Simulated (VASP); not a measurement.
# NbP (I4_1md) in VASP: relaxation of the atoms with PBE

Aim: the relaxation of the atoms of NbP with PBE.

Program: VASP 6.6.1. These are calculated values, not measurements. Logs are shortened: lines on timing, memory, paths and dates and some standing lists are left out, and cuts for length are marked.

### 1 The crystal as given

The structure is tetragonal, space group I4_1md (No. 109). Conventional cell: a = 3.350 Å, b = 3.350 Å, c = 11.480 Å, α = 90.00°, β = 90.00°, γ = 90.00°. Around Nb (site symmetry 2mm) lie 6 P at 2.55 Å. Around P (site symmetry 2mm) lie 6 Nb at 2.55 Å.

The cell is a database's computed one.

### 2 Relaxation of the atoms, PBE

INCAR reads:

```
SYSTEM = NbP
  PREC = Accurate
  ENCUT = 520
  EDIFF = 1E-7
  ISMEAR = 0
  SIGMA = 0.1
  LREAL = .False.
  LASPH = .True.
  NELM = 80
  ALGO = Normal
  ISIF = 2
  LWAVE = .False.
  LCHARG = .False.
  GGA = PE
  IBRION = 2
  NSW = 80
  EDIFFG = -0.002
```

KPOINTS reads:

```
Automatic mesh
0
Gamma
  18 18 18
  0 0 0
```

POSCAR reads:

```
NbP
1.0
   -1.6749232500      1.6749232500      5.7401081800
    1.6749232500     -1.6749232500      5.7401081800
    1.6749232500      1.6749232500     -5.7401081800
Nb P
2 2
Direct
    0.7498808000      0.7498808000      0.0000000000
    0.4998808000      0.9998808000      0.5000000000
    0.3327477700      0.3327477700      0.0000000000
    0.0827477800      0.5827477800      0.5000000000
```

Potentials or basis: VASP PAW PBE potentials, release 64 (Nb_sv, P).

Command:

```console
$ cat potpaw_PBE.64/Nb_sv/POTCAR potpaw_PBE.64/P/POTCAR > POTCAR
$ mpirun -np 1 vasp_std > vasp.out
```

OUTCAR:

```text
SYSTEM = NbP
   PREC = Accurate
   ENCUT = 520
   EDIFF = 1E-7
   ISMEAR = 0
   LREAL = .False.
   LASPH = .True.
   NELM = 80
   ISIF = 2
   GGA = PE
   IBRION = 2
   NSW = 80
   EDIFFG = -0.002

 ion  position               nearest neighbor table
   1  0.750  0.750  0.000-   4 2.55   4 2.55   3 2.55   3 2.55   3 2.55   3 2.55
   2  0.500  1.000  0.500-   3 2.55   3 2.55   4 2.55   4 2.55   4 2.55   4 2.55
   3  0.333  0.333  0.000-   2 2.55   2 2.55   1 2.55   1 2.55   1 2.55   1 2.55
   4  0.083  0.583  0.500-   1 2.55   1 2.55   2 2.55   2 2.55   2 2.55   2 2.55

  LATTYP: Found a body centered tetragonal cell.
 ALAT       =     3.3498465000
 C/A-ratio  =     3.4270872889

  Lattice vectors:

 A1 = (  -1.6749232500,   1.6749232500,   5.7401081800)
 A2 = (   1.6749232500,  -1.6749232500,   5.7401081800)
 A3 = (   1.6749232500,   1.6749232500,  -5.7401081800)

Analysis of symmetry for initial positions (statically):
=====================================================================
 Subroutine PRICEL returns:
 Original cell was already a primitive cell.

 Routine SETGRP: Setting up the symmetry group for a
 body centered tetragonal supercell.

 Subroutine GETGRP returns: Found  8 space group operations
 (whereof  4 operations were pure point group operations)
 out of a pool of 16 trial point group operations.

The static configuration has the point symmetry C_2v.
 The point group associated with its full space group is C_4v.

Analysis of symmetry for dynamics (positions and initial velocities):
=====================================================================
 Subroutine PRICEL returns:
 Original cell was already a primitive cell.

 Routine SETGRP: Setting up the symmetry group for a
 body centered tetragonal supercell.

 Subroutine GETGRP returns: Found  8 space group operations
 (whereof  4 operations were pure point group operations)
 out of a pool of 16 trial point group operations.

The dynamic configuration has the point symmetry C_2v.
 The point group associated with its full space group is C_4v.

 Subroutine INISYM returns: Found  8 space group operations
 (whereof  4 operations are pure point group operations),
 and found     1 'primitive' translations

----------------------------------------------------------------------------------------

                                     Primitive cell

  volume of cell :      64.4125

  direct lattice vectors                    reciprocal lattice vectors
    -1.674923250  1.674923250  5.740108180     0.000000000  0.298521141  0.087106372
     1.674923250 -1.674923250  5.740108180     0.298521141  0.000000000  0.087106372
     1.674923250  1.674923250 -5.740108180     0.298521141  0.298521141  0.000000000

  length of vectors
     6.209635875  6.209635875  6.209635875     0.310970082  0.310970082  0.422172647

  position of ions in fractional coordinates (direct lattice)
     0.749880800  0.749880800  0.000000000
     0.499880800  0.999880800  0.500000000
     0.332747770  0.332747770  0.000000000
     0.082747780  0.582747780  0.500000000

  ion indices of the primitive-cell ions
   primitive index   ion index
                 1           1
                 2           2
                 3           3
                 4           4

----------------------------------------------------------------------------------------

 KPOINTS: Automatic mesh

Automatic generation of k-mesh.
 Grid dimensions read from file:
 generate k-points for:   18   18   18

 Generating k-lattice:

  Cartesian coordinates                     Fractional coordinates (reciprocal lattice)
     0.000000000  0.016584508  0.004839243     0.055555556 -0.000000000  0.000000000
     0.016584508  0.000000000  0.004839243    -0.000000000  0.055555556  0.000000000
     0.016584508  0.016584508  0.000000000     0.000000000  0.000000000  0.055555556

  Length of vectors
[... 67 lines left out ...]
   NUPDOWN=      -1.0000    fix difference up-down
   EMIN   =  10.00;   EMAX   =-10.00  energy-range for DOS
   EFERMI =   0.00;   METHOD = LEGACY
   ISMEAR =     0;   SIGMA  =   0.10  broadening in eV -4-tet -1-fermi 0-gaus
   EFERMI_NEDOS =   21; number of points for ismear=-14 and -15
   IALGO  =     38    algorithm
   IMIX   =      4    mixing-type and parameters
     AMIX     =   0.40;   BMIX     =  1.00
     AMIX_MAG =   1.60;   BMIX_MAG =  1.00
  volume/ion in A,a.u.               =      16.10       108.67
  Fermi-wavevector in a.u.,A,eV,Ry     =   1.348504  2.548304 24.741706  1.818464
  Thomas-Fermi vector in A             =   2.476168
   LORBIT       =      0    0 simple, 1 ext, 2 COOP (PROOUT), +10 PAW based schemes
   GGA     = PE    functional components
   LHFCALC =     F    Hartree Fock is set to
   AEXX    =    0.0000 exact exchange contribution
   IVDW    =     0    specifies the selected vdW correction
   LEPSILON=     F    determine dielectric tensor
   LRPA    =     F    only Hartree local field effects (RPA)
 conjugate gradient relaxation of ions
 non-spin polarized calculation
 Gauss-broadening in eV      SIGMA  =   0.10
  energy-cutoff  :      520.00
  volume of cell :       64.41
 maximum number of plane-waves:      1756
 NGX is ok and might be reduce to    48
   NGX = 23   NGY = 23   NGZ = 23

--------------------------------------- Ionic step        1  -------------------------------------------

 number of electron      35.9999999 magnetization

 Free energy of the ion-electron system (eV)
  ---------------------------------------------------
  ext. energy  EPLUGINS =         0.00000000
  ---------------------------------------------------
  free energy    TOTEN  =       -35.31909667 eV

  energy without entropy =      -35.31717320  energy(sigma->0) =      -35.31813494

------------------------ aborting loop because EDIFF is reached ----------------------------------------

  FORCE on cell =-STRESS in cart. coord.  units (eV):
  Direction    XX          YY          ZZ          XY          YZ          ZX
  --------------------------------------------------------------------------------------
  -------------------------------------------------------------------------------------
  Total       -0.5476616     -0.5476616     -0.6976046      0.0000000      0.0000000      0.0000000
  in kB      -13.6223791    -13.6223791    -17.3520195      0.0000000      0.0000000      0.0000000
  external PRESSURE =     -14.8655926 kB  Pullay stress =       0.0000000 kB

 VOLUME and BASIS-vectors are now :
 -----------------------------------------------------------------------------
  energy-cutoff  :      520.00
  volume of cell :       64.41
      direct lattice vectors                 reciprocal lattice vectors
    -1.674923250  1.674923250  5.740108180     0.000000000  0.298521141  0.087106372
     1.674923250 -1.674923250  5.740108180     0.298521141  0.000000000  0.087106372
     1.674923250  1.674923250 -5.740108180     0.298521141  0.298521141  0.000000000

 POSITION                                       TOTAL-FORCE (eV/Angst)
 -----------------------------------------------------------------------------------
      0.00000      0.00000      8.60879        -0.000000      0.000000      0.013308
      1.67492      0.00000      5.73874         0.000000     -0.000000      0.013308
      0.00000      0.00000      3.82002         0.000000     -0.000000     -0.013308
      1.67492      0.00000      0.94996        -0.000000      0.000000     -0.013308
 -----------------------------------------------------------------------------------
    total drift:                               -0.000000     -0.000000      0.000127

  FREE ENERGIE OF THE ION-ELECTRON SYSTEM (eV)
  ---------------------------------------------------
  free  energy   TOTEN  =       -35.3190966746 eV

  energy  without entropy=      -35.3171732015  energy(sigma->0) =      -35.31813494

--------------------------------------- Ionic step        2  -------------------------------------------

 number of electron      35.9999999 magnetization

 Free energy of the ion-electron system (eV)
  ---------------------------------------------------
  ext. energy  EPLUGINS =         0.00000000
  ---------------------------------------------------
  free energy    TOTEN  =       -35.31911242 eV

  energy without entropy =      -35.31719036  energy(sigma->0) =      -35.31815139

 E-fermi :  10.5632     XC(G=0): -11.9883

 val. band max:       10.5530109748   @ k =  -0.1667  -0.4444   0.1667
 cond. band min:      10.5750419674   @ k =  -0.0556  -0.4444   0.0556
 fundamental gap:      0.0220309927
 Fermi energy:        10.5631890337

 k-point     1 :       0.0000    0.0000    0.0000
  band No.  band energies     occupation
      1     -44.3904      2.00000
      2     -44.3536      2.00000
      3     -20.6493      2.00000
      4     -20.4510      2.00000
      5     -20.4509      2.00000
      6     -20.3095      2.00000
[... 589 lines left out ...]
     21      12.3925      0.00000
     22      13.3061      0.00000

 [... further k-points ...]

------------------------ aborting loop because EDIFF is reached ----------------------------------------

  FORCE on cell =-STRESS in cart. coord.  units (eV):
  Direction    XX          YY          ZZ          XY          YZ          ZX
  --------------------------------------------------------------------------------------
  -------------------------------------------------------------------------------------
  Total       -0.5390872     -0.5390872     -0.7136006      0.0000000      0.0000000      0.0000000
  in kB      -13.4091018    -13.4091018    -17.7499002      0.0000000      0.0000000      0.0000000
  external PRESSURE =     -14.8560346 kB  Pullay stress =       0.0000000 kB

 VOLUME and BASIS-vectors are now :
 -----------------------------------------------------------------------------
  energy-cutoff  :      520.00
  volume of cell :       64.41
      direct lattice vectors                 reciprocal lattice vectors
    -1.674923250  1.674923250  5.740108180     0.000000000  0.298521141  0.087106372
     1.674923250 -1.674923250  5.740108180     0.298521141  0.000000000  0.087106372
     1.674923250  1.674923250 -5.740108180     0.298521141  0.298521141  0.000000000

 POSITION                                       TOTAL-FORCE (eV/Angst)
 -----------------------------------------------------------------------------------
      1.67492      1.67492      2.86933         0.000000      0.000000     -0.001222
      1.67492      0.00000      5.73938        -0.000000     -0.000000     -0.001222
      0.00000      0.00000      3.81937         0.000000      0.000000      0.001222
      1.67492      0.00000      0.94932        -0.000000     -0.000000      0.001222
 -----------------------------------------------------------------------------------
    total drift:                               -0.000000     -0.000000     -0.000281

  FREE ENERGIE OF THE ION-ELECTRON SYSTEM (eV)
  ---------------------------------------------------
  free  energy   TOTEN  =       -35.3191124175 eV

  energy  without entropy=      -35.3171903625  energy(sigma->0) =      -35.31815139

 reached required accuracy - stopping structural energy minimisation
```

Wall time 19 min (1 thread of Intel Xeon Platinum 8559C (Emerald Rapids), shared host); peak memory 0.77 GiB.

Results:

* Free energy: -35.3191 eV
* Energy gained by relaxing: 0.0 meV/atom
* Ionic steps: 2
* Pressure after relaxing: -1.5 GPa
* Band gap on the k mesh: none (metal or under the smearing width)

Stress tensor (GPa, compression positive):
```
-1.34  0.00  0.00
 0.00 -1.34  0.00
 0.00  0.00 -1.77
```

Final structure:
```
CELL_PARAMETERS angstrom
-1.67492 1.67492 5.74011
1.67492 -1.67492 5.74011
1.67492 1.67492 -5.74011
ATOMIC_POSITIONS crystal
Nb 0.74994 0.74994 0.00000
Nb 0.49994 0.99994 0.50000
P 0.33269 0.33269 0.00000
P 0.08269 0.58269 0.50000
```
